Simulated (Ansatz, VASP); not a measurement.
## Two plane-wave programs on W

```xyz
1
Lattice="0.0000 2.1430 1.8216 2.1430 0.0000 1.8216 2.1430 2.1430 0.0000" Properties=species:S:1:pos:R:3 pbc="T T T"
W     0.0000    0.0000    0.0000
```

Alike in both runs: task single point; functional PBEsol; k mesh 22 × 22 × 22; occupations gaussian, width 0.15 eV; no spin polarisation.

|  | VASP | Ansatz |
| --- | --- | --- |
| version | VASP 6.6.1 | Ansatz 0.2.0 |
| potentials or method | VASP PAW PBE potentials, release 64 (W_sv) | scalar-relativistic, plane waves, PAW |
| plane-wave cutoff (eV) | 520 | 420 |
| valence electrons in the cell | 14 | 14 |

|  | VASP | Ansatz | Ansatz less VASP |
| --- | --- | --- | --- |
| gap on the k mesh at the Fermi level (eV) | none | none | - |
| pressure (GPa) | -14.2 | -14.6 | -0.40 |
| largest component of the traceless stress (GPa) | 18.94 | 18.92 | -0.025 |

A gap of «none» marks a metal or a gap that the smearing closes.

Caveats: the PAW data sets were made with another functional, which shifts forces and pressure a little (VASP). Spin-orbit coupling is left out, which matters for the levels of W.
